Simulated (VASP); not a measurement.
# CdS (Fm-3m) in VASP: reference runs, part 2 of 2

VASP 6.6.1. The steps go on from the part before.

### Step 3. Single point, PBE (atoms moved at random, drawn with an rms of 0.05 Å)

Input file INCAR:

```
ALGO = Normal ; EDIFF = 1E-7
ENCUT = 520 ; GGA = PE
ISIF = 2 ; ISMEAR = -1
LASPH = True ; LCHARG = True
LELF = True ; LREAL = False
LVHAR = True ; LWAVE = False
NBANDS = 16 ; NELM = 100
PREC = Accurate ; SIGMA = 0.05
```

Input file KPOINTS:

```
k-points
0
Gamma
  8 8 8
```

Input file POSCAR:

```
CdS
1.0
    0.0000000000      2.7532440000      2.7532440000
    2.7532440000      0.0000000000      2.7532440000
    2.7532440000      2.7532440000      0.0000000000
Cd S
1 1
Direct
    0.0043500000     -0.0227350000      0.0131390000
    0.5008350000      0.4939670000      0.4974020000
```

Potentials or basis: VASP PAW PBE potentials, release 64 (Cd, S).

Launch:

```console
> cat potpaw_PBE.64/Cd/POTCAR potpaw_PBE.64/S/POTCAR > POTCAR
> mpirun -np 1 vasp_std > vasp.out
```

OUTCAR:

```text
EDIFF = 1E-7
   ENCUT = 520
   GGA = PE
   ISIF = 2
   ISMEAR = -1
   LASPH = True
   LREAL = False
   NELM = 100
   PREC = Accurate

 ion  position               nearest neighbor table
   1  0.004  0.977  0.013-   2 2.70   2 2.72   2 2.75   2 2.76   2 2.79   2 2.81
   2  0.501  0.494  0.497-   1 2.70   1 2.72   1 2.75   1 2.76   1 2.79   1 2.81

  LATTYP: Found a face centered cubic cell.
 ALAT       =     5.5064880000

  Lattice vectors:

 A1 = (   0.0000000000,   2.7532440000,   2.7532440000)
 A2 = (   2.7532440000,   0.0000000000,   2.7532440000)
 A3 = (   2.7532440000,   2.7532440000,   0.0000000000)

Analysis of symmetry for initial positions (statically):
=====================================================================
 Subroutine PRICEL returns:
 Original cell was already a primitive cell.

 Routine SETGRP: Setting up the symmetry group for a
 face centered cubic supercell.

 Subroutine GETGRP returns: Found  1 space group operations
 (whereof  1 operations were pure point group operations)
 out of a pool of 48 trial point group operations.

The static configuration has the point symmetry C_1 .

[... 181 lines left out ...]
  ext. energy  EPLUGINS =         0.00000000
  ---------------------------------------------------
  free energy    TOTEN  =        -5.87416554 eV

  energy without entropy =       -5.87318107  energy(sigma->0) =       -5.87367331

 E-fermi :   2.9090     XC(G=0): -10.3025

 val. band max:        2.7092022890   @ k =   0.0000   0.5000   0.0000
 cond. band min:       2.9745540094   @ k =   0.0000   0.5000   0.5000
 fundamental gap:      0.2653517204
 Fermi energy:         2.9089651384

 k-point     1 :       0.0000    0.0000    0.0000
  band No.  band energies     occupation
      1      -9.9505      2.00000
      2      -4.8631      2.00000
      3      -4.8605      2.00000
      4      -4.8594      2.00000
      5      -4.8575      2.00000
      6      -4.8575      2.00000
[... 737 lines left out ...]
      3      -5.0091      2.00000
      4      -4.9481      2.00000
      5      -4.7221      2.00000
      6      -4.6843      2.00000
[... 8 lines left out ...]
     15      15.3021      0.00000
     16      15.4497      0.00000

 [... further k-points ...]
[... 5 lines left out ...]
  --------------------------------------------------------------------------------------
  -------------------------------------------------------------------------------------
  Total       -0.0233377      0.0439285      0.0080490      0.0004179      0.0058513     -0.0002258
  in kB       -0.8957884      1.6861360      0.3089484      0.0160422      0.2245950     -0.0086680
  external PRESSURE =       0.3664320 kB  Pullay stress =       0.0000000 kB

 VOLUME and BASIS-vectors are now :
 -----------------------------------------------------------------------------
  energy-cutoff  :      520.00
  volume of cell :       41.74
      direct lattice vectors                 reciprocal lattice vectors
     0.000000000  2.753244000  2.753244000    -0.181603955  0.181603955  0.181603955
     2.753244000  0.000000000  2.753244000     0.181603955 -0.181603955  0.181603955
     2.753244000  2.753244000  0.000000000     0.181603955  0.181603955 -0.181603955

 POSITION                                       TOTAL-FORCE (eV/Angst)
 -----------------------------------------------------------------------------------
      2.72682      0.04815      2.70263         0.003622     -0.071027      0.047472
      2.72948      2.74839      2.73893        -0.003622      0.071027     -0.047472
 -----------------------------------------------------------------------------------
    total drift:                                0.000345      0.000018     -0.000031

  FREE ENERGIE OF THE ION-ELECTRON SYSTEM (eV)
  ---------------------------------------------------
  free  energy   TOTEN  =        -5.8741655396 eV

  energy  without entropy=       -5.8731810718  energy(sigma->0) =       -5.87367331
```

OSZICAR:

```text
N       E                     dE             d eps       ncg     rms          rms(c)
DAV:   1     0.107000900342E+03    0.10700E+03   -0.93418E+03  8632   0.106E+03
DAV:   2    -0.264792714616E+01   -0.10965E+03   -0.10221E+03 10368   0.256E+02
DAV:   3    -0.643985352191E+01   -0.37919E+01   -0.37858E+01 10304   0.495E+01
DAV:   4    -0.645783353766E+01   -0.17980E-01   -0.17979E-01 10384   0.339E+00
DAV:   5    -0.645800945875E+01   -0.17592E-03   -0.17592E-03 10272   0.324E-01    0.718E+00
DAV:   6    -0.589974718852E+01    0.55826E+00   -0.88027E-01 11256   0.114E+01    0.608E+00
DAV:   7    -0.587527983357E+01    0.24467E-01   -0.16423E-01 10736   0.291E+00    0.317E+00
DAV:   8    -0.587428610399E+01    0.99373E-03   -0.17368E-02  9816   0.162E+00    0.288E-01
DAV:   9    -0.587409267895E+01    0.19343E-03   -0.15212E-03 10368   0.541E-01    0.582E-02
DAV:  10    -0.587414294057E+01   -0.50262E-04   -0.19762E-04 10448   0.140E-01    0.562E-02
DAV:  11    -0.587416857107E+01   -0.25631E-04   -0.44863E-05 10472   0.637E-02    0.186E-02
DAV:  12    -0.587416554815E+01    0.30229E-05   -0.92871E-06 10920   0.336E-02    0.773E-03
DAV:  13    -0.587416569617E+01   -0.14802E-06   -0.11155E-06  9032   0.708E-03    0.145E-02
DAV:  14    -0.587416554867E+01    0.14749E-06   -0.14446E-07  7280   0.425E-03    0.210E-03
DAV:  15    -0.587416553958E+01    0.90902E-08   -0.95193E-09  4800   0.108E-03
   1 F= -.58741655E+01 E0= -.58736733E+01  d E =-.984468E-03
```

Run time: 2.7 min. Hardware: 1 thread of Intel Xeon Platinum 8488C (Sapphire Rapids), shared host; peak memory 0.3 GiB.

Results:

* Free energy: -5.8742 eV
* Pressure: 0.0 GPa
* Largest force: 0.086 eV/Å
* Band gap on the k mesh: 0.27 eV, indirect (least direct gap 1.53 eV)

Forces on the atoms (eV/Å):
```
Cd   0.004 -0.071  0.047
S   -0.004  0.071 -0.047
```

Levels at points of the mesh, in eV from the valence-band top:
| k point | band 6 | band 7 | band 8 | band 9 | band 10 | band 11 | band 12 | band 13 |
| --- | --- | --- | --- | --- | --- | --- | --- | --- |
| (0.00, 0.00, 0.00) | -7.57 | -0.69 | -0.69 | -0.69 | 0.84 | 9.20 | 9.21 | 9.24 |
| (0.50, 0.00, 0.00) | -7.37 | -4.75 | -0.01 | 0.00 | 3.55 | 5.94 | 5.94 | 6.67 |
| (0.00, 0.50, 0.00) | -7.37 | -4.74 | 0.00 | 0.00 | 3.54 | 5.93 | 5.94 | 6.66 |
| (0.00, 0.00, 0.50) | -7.37 | -4.74 | 0.00 | 0.00 | 3.54 | 5.93 | 5.94 | 6.66 |
| (0.50, 0.50, 0.50) | -7.37 | -4.75 | -0.01 | 0.00 | 3.55 | 5.94 | 5.94 | 6.67 |
| (0.50, 0.50, 0.00) | -6.67 | -4.10 | -2.05 | -2.04 | 0.27 | 6.07 | 9.74 | 11.14 |
| (0.00, 0.50, 0.50) | -6.67 | -4.10 | -2.05 | -2.04 | 0.27 | 6.06 | 9.74 | 11.14 |
| (0.50, 0.00, 0.50) | -6.67 | -4.11 | -2.05 | -2.05 | 0.27 | 6.07 | 9.75 | 11.14 |

### Step 4. Equation of state, PBE, 19.62 Å³/atom (volume scaled by 0.94)

Input file INCAR:

```
SYSTEM = CdS
PREC = Accurate
ENCUT = 520
EDIFF = 1E-7
ISMEAR = -1
SIGMA = 0.05
LREAL = .FALSE.
LASPH = .TRUE.
NELM = 60
ALGO = Normal
ISIF = 2
LWAVE = .FALSE.
LCHARG = .FALSE.
GGA = PE
NBANDS = 16
```

Input file KPOINTS:

```
regular mesh
0
G
  8 8 8
  0 0 0
```

Input file POSCAR:

```
CdS
1.0
    0.0000000000      2.6970395763      2.6970395763
    2.6970395763      0.0000000000      2.6970395763
    2.6970395763      2.6970395763      0.0000000000
Cd S
1 1
Direct
    0.0000000000      0.0000000000      0.0000000000
    0.5000000000      0.5000000000      0.5000000000
```

Launch:

```console
> cat potpaw_PBE.64/Cd/POTCAR potpaw_PBE.64/S/POTCAR > POTCAR
> mpirun -np 1 vasp_std > vasp.out
```

It took 15 s on 1 thread of Intel Xeon Platinum 8488C (Sapphire Rapids), shared host; peak memory 0.15 GiB.

Results (log left out):

| Quantity | Value |
| --- | --- |
| Free energy | -5.8397 eV |
| Pressure | 5.1 GPa |
| Band gap on the k mesh | 0.25 eV, indirect (least direct gap 1.95 eV) |

### Step 5. Equation of state, PBE, 20.04 Å³/atom (volume scaled by 0.96)

Input file INCAR:

```
ALGO = Normal ; EDIFF = 1E-7
ENCUT = 520 ; GGA = PE
ISIF = 2 ; ISMEAR = -1
LASPH = True ; LCHARG = False
LREAL = False ; LWAVE = False
NBANDS = 16 ; NELM = 60
PREC = Accurate ; SIGMA = 0.05
```

Input file KPOINTS:

```
k-points
0
Gamma
  8 8 8
```

Input file POSCAR:

```
CdS
1.0
    0.0000000000      2.7160334386      2.7160334386
    2.7160334386      0.0000000000      2.7160334386
    2.7160334386      2.7160334386      0.0000000000
Cd S
1 1
Direct
    0.0000000000      0.0000000000      0.0000000000
    0.5000000000      0.5000000000      0.5000000000
```

Launch:

```console
> cat potpaw_PBE.64/Cd/POTCAR potpaw_PBE.64/S/POTCAR > POTCAR
> mpirun -np 1 vasp_std > vasp.out
```

It took 23 s on 1 thread of Intel Xeon Platinum 8488C (Sapphire Rapids), shared host; peak memory 0.16 GiB.

The run converged. Its results:

```yaml
Free_energy: -5.8611 eV
Pressure: 3.2 GPa
Band_gap_on_the_k_mesh: 0.25 eV, indirect (least direct gap 1.80 eV)
```

### Step 6. Equation of state, PBE, 20.45 Å³/atom (volume scaled by 0.98)

Input file INCAR:

```
PREC = Accurate
ENCUT = 520
EDIFF = 1E-7
ISMEAR = -1
SIGMA = 0.05
LREAL = F
LASPH = T
NELM = 100
ALGO = Normal
ISIF = 2
LWAVE = F
LCHARG = F
GGA = PE
NBANDS = 16
```

Input file KPOINTS:

```
Automatic mesh
0
Gamma
  8 8 8
```

Input file POSCAR:

```
CdS
1.0
    0.0000000000      2.7347652956      2.7347652956
    2.7347652956      0.0000000000      2.7347652956
    2.7347652956      2.7347652956      0.0000000000
Cd S
1 1
Direct
    0.0000000000      0.0000000000      0.0000000000
    0.5000000000      0.5000000000      0.5000000000
```

Potentials or basis: VASP PAW PBE potentials, release 64 (Cd, S).

Launch:

```console
> cat potpaw_PBE.64/Cd/POTCAR potpaw_PBE.64/S/POTCAR > POTCAR
> mpirun -np 1 vasp_std > vasp.out
```

Wall time 22 s (1 thread of Intel Xeon Platinum 8488C (Sapphire Rapids), shared host); peak memory 0.17 GiB.

It converged, with:

```yaml
Free_energy: -5.8732 eV
Pressure: 1.5 GPa
Band_gap_on_the_k_mesh: 0.26 eV, indirect (least direct gap 1.66 eV)
```

### Step 7. Equation of state, PBE, 21.29 Å³/atom (volume scaled by 1.02)

Input file INCAR:

```
ALGO = Normal
EDIFF = 1E-7
ENCUT = 520
GGA = PE
ISIF = 2
ISMEAR = -1
LASPH = T
LCHARG = F
LREAL = F
LWAVE = F
NBANDS = 16
NELM = 60
PREC = Accurate
SIGMA = 0.05
```

Input file KPOINTS:

```
k-points
0
Gamma
  8 8 8
```

Input file POSCAR:

```
CdS
1.0
    0.0000000000      2.7714779354      2.7714779354
    2.7714779354      0.0000000000      2.7714779354
    2.7714779354      2.7714779354      0.0000000000
Cd S
1 1
Direct
    0.0000000000      0.0000000000      0.0000000000
    0.5000000000      0.5000000000      0.5000000000
```

Launch:

```console
> cat potpaw_PBE.64/Cd/POTCAR potpaw_PBE.64/S/POTCAR > POTCAR
> mpirun -np 1 vasp_std > vasp.out
```

Wall time 20 s (1 thread of Intel Xeon Platinum 8488C (Sapphire Rapids), shared host); peak memory 0.17 GiB.

The run converged. Its results:

* Free energy: -5.8731 eV
* Pressure: -1.4 GPa
* Band gap on the k mesh: 0.26 eV, indirect (least direct gap 1.41 eV)

### Step 8. Equation of state, PBE, 21.71 Å³/atom (volume scaled by 1.04)

Input file INCAR:

```
SYSTEM = CdS
PREC = Accurate ; ENCUT = 520
EDIFF = 1E-7 ; ISMEAR = -1
SIGMA = 0.05 ; LREAL = .False.
LASPH = .True. ; NELM = 100
ALGO = Normal ; ISIF = 2
LWAVE = .False. ; LCHARG = .False.
GGA = PE ; NBANDS = 16
```

Input file KPOINTS:

```
Automatic mesh
0
Gamma
  8 8 8
  0 0 0
```

Input file POSCAR:

```
CdS
1.0
    0.0000000000      2.7894750496      2.7894750496
    2.7894750496      0.0000000000      2.7894750496
    2.7894750496      2.7894750496      0.0000000000
Cd S
1 1
Direct
    0.0000000000      0.0000000000      0.0000000000
    0.5000000000      0.5000000000      0.5000000000
```

Launch:

```console
> cat potpaw_PBE.64/Cd/POTCAR potpaw_PBE.64/S/POTCAR > POTCAR
> mpirun -np 1 vasp_std > vasp.out
```

Wall time 24 s (1 thread of Intel Xeon Platinum 8488C (Sapphire Rapids), shared host); peak memory 0.17 GiB.

It converged, with:

```
Free energy            : -5.8626 eV
Pressure               : -2.6 GPa
Band gap on the k mesh : 0.25 eV, indirect (least direct gap 1.29 eV)
```

### Step 9. Equation of state, PBE, 22.12 Å³/atom (volume scaled by 1.06)

Input file INCAR:

```
SYSTEM = CdS
  ALGO = Normal
  EDIFF = 1E-7
  ENCUT = 520
  GGA = PE
  ISIF = 2
  ISMEAR = -1
  LASPH = .TRUE.
  LCHARG = .FALSE.
  LREAL = .FALSE.
  LWAVE = .FALSE.
  NBANDS = 16
  NELM = 60
  PREC = Accurate
  SIGMA = 0.05
```

Input file KPOINTS:

```
k-points
0
G
  8 8 8
  0 0 0
```

Input file POSCAR:

```
CdS
1.0
    0.0000000000      2.8072428857      2.8072428857
    2.8072428857      0.0000000000      2.8072428857
    2.8072428857      2.8072428857      0.0000000000
Cd S
1 1
Direct
    0.0000000000      0.0000000000      0.0000000000
    0.5000000000      0.5000000000      0.5000000000
```

Potentials or basis: VASP PAW PBE potentials, release 64 (Cd, S).

Launch:

```console
> cat potpaw_PBE.64/Cd/POTCAR potpaw_PBE.64/S/POTCAR > POTCAR
> mpirun -np 1 vasp_std > vasp.out
```

It took 24 s on 1 thread of Intel Xeon Platinum 8488C (Sapphire Rapids), shared host; peak memory 0.17 GiB.

Results (log left out):

```
Free energy            : -5.8462 eV
Pressure               : -3.7 GPa
Band gap on the k mesh : 0.25 eV, indirect (least direct gap 1.18 eV)
```

### Step 10. Equation of state, PBE

Potentials or basis: VASP PAW PBE potentials, release 64 (Cd, S).

No new run: the results of the series are fitted here.

Results:

```
Equilibrium volume                      : 20.86 Å³/atom
Bulk modulus                            : 72 GPa
Pressure derivative of the bulk modulus : 4.7
```

Energy against volume, from the lowest point:
```tsv
volume (Å³/atom)	energy (meV/atom)
19.618	18.62
20.036	7.88
20.453	1.83
20.871	0.00
21.288	1.91
21.705	7.15
22.123	15.37
```

### Step 11. Summary

| task | cell | gap on the mesh (eV) | pressure (GPa) |
| --- | --- | --- | --- |
| single point | as given | 0.26 | -0.1 |
| single point | atoms moved at random, drawn with an rms of 0.05 Å | 0.27 | 0.0 |
| equation of state | as given | - | - |

Alike in all rows: level PBE; potentials or basis VASP PAW PBE potentials, release 64 (Cd, S); no spin polarisation; k mesh 8 × 8 × 8; cutoff (eV) 520; smearing fermi-dirac 0.05 eV.

Absolute energies hang on the potentials; compare differences alone.
